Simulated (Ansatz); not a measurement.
Al2Cu (Khatyrkite):

```
Cu Al
1.0
    -3.03350    3.03350    2.43850
     3.03350   -3.03350    2.43850
     3.03350    3.03350   -2.43850
Cu Al
2 4
Direct
  0.25000 0.25000 0.00000
  0.75000 0.75000 0.00000
  0.34190 0.15810 0.50000
  0.84190 0.34190 0.18380
  0.65810 0.84190 0.50000
  0.15810 0.65810 0.81620
```

Base run:

```yaml
Program: Ansatz 0.2.0
Functional: PBE
Potentials_or_basis: all-electron LAPW, scalar-relativistic
Cutoff: 305 eV
Density_cutoff: 1218 eV
Basis_error_allowed: 0.002 eV/atom
k_mesh: 7 × 7 × 7
Occupations: fermi-dirac, width 0.05 eV
Spin: no spin polarisation
```

Its results: pressure -0.3 GPa.

Task: The run is repeated on the same cell with these changes: functional from PBE to LDA. What comes out?

Result: Pressure -6.4 GPa.

LDA binds more tightly than PBE, so the same cell stands under less pressure.

Not every run made on this cell is shown here.
